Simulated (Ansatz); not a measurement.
Sb: strain and displacement

```
Sb
1.0
    -1.87134    1.87134    1.87134
     1.87134   -1.87134    1.87134
     1.87134    1.87134   -1.87134
Sb
1
Direct
  0.00000 0.00000 0.00000
```

The conventional cell has a = 3.743 Å, b = 3.743 Å, c = 3.743 Å, α = 90.00°, β = 90.00°, γ = 90.00°. Sb (atom 1) is surrounded by 8 Sb at 3.24 Å.

Structure from Materials Project entry mp-7761 (possibly hypothetical), not relaxed further.

Spin–orbit coupling is left out, though it moves levels of the heavy atoms by tenths of an eV or more.

The calculation used DFT, r2SCAN, all-electron PAW with datasets made for the crystal, scalar-relativistic (Ansatz 0.2.0).

The runs use a Γ-centred 12×12×12 k mesh, Fermi–Dirac smearing of 0.08 eV, cutoff 240 eV (chosen by the program for this cell), no spin polarisation.

The unchanged cell is at 1.93 GPa.

In a metal, stresses and small energies carry noise from the k mesh.

x, y and z are the Cartesian axes of the cell as listed; fractional coordinates follow a strain, and an engineering shear is twice the off-diagonal strain component.

(1) With this change (xy engineering shear strain of +3 %), what becomes of the energy and stress?

(2) With this change (z strained by +1 % at fixed volume), what becomes of the energy and stress?

## Answers

(1) Energy change +2 meV/atom; stress change (xx, yy, zz, yz, xz, xy) -0.02, -0.02, 0.13, 0.00, 0.00, -0.67 GPa, compression positive.

(2) Energy change under 1 meV/atom; stress change (xx, yy, zz, yz, xz, xy) 0.13, 0.13, -0.25, 0.00, 0.00, 0.00 GPa, compression positive.
